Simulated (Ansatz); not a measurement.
Input of an Ansatz 0.2.0 run:

File input.yaml:

```yaml
crystal:
  lattice:
    - [2.8795009639, 0.0, 0.0]
    - [0.039072758, 2.8792794796, 0.0]
    - [0.0174953863, 0.0172449008, 5.1763391994]
  atoms:
    - { symbol: Cu, position: [0.0, 0.5, 0.0] }
    - { symbol: Cu, position: [0.5, 0.0, 0.5] }
    - { symbol: O, position: [0.99842397, 0.00167178, 0.7498871] }
    - { symbol: O, position: [0.00157603, 0.99832822, 0.2501129] }
hamiltonian:
  xc: pbesol
  pseudopotentials: { kind: paw }
kpoints:
  mp_grid: { grid: [8, 8, 6] }
scf:
  occupations: { method: fermi_dirac, width: 0.05 }
phonons:
  method: dfpt
```

Potentials or basis: Ansatz PAW.

Run with:

```console
$ ansatz run input.yaml --threads 2 --pin off --max-ram 5632MiB --backend cpu --events-out ev --progress --plain --runs-dir out
```

Estimate the highest phonon frequency at Γ.

518 cm⁻¹.

Predict the band gap on the k mesh.

none (metal or under the smearing width).

Phonon frequencies in cm⁻¹ (negative: imaginary):
| q point | frequencies |
| --- | --- |
| (0.000, 0.000, 0.000) | 0 0 0 174 175 291 301 303 462 465 505 518 |

Caveat: the run has no spin polarisation, though such a crystal can be magnetic; semilocal functionals often make such compounds metallic where correlation or magnetic order opens a gap, which also shifts bond lengths. With open d or f shells a metallic result of PBEsol can be an artefact of self-interaction; +U or a hybrid may open a gap.
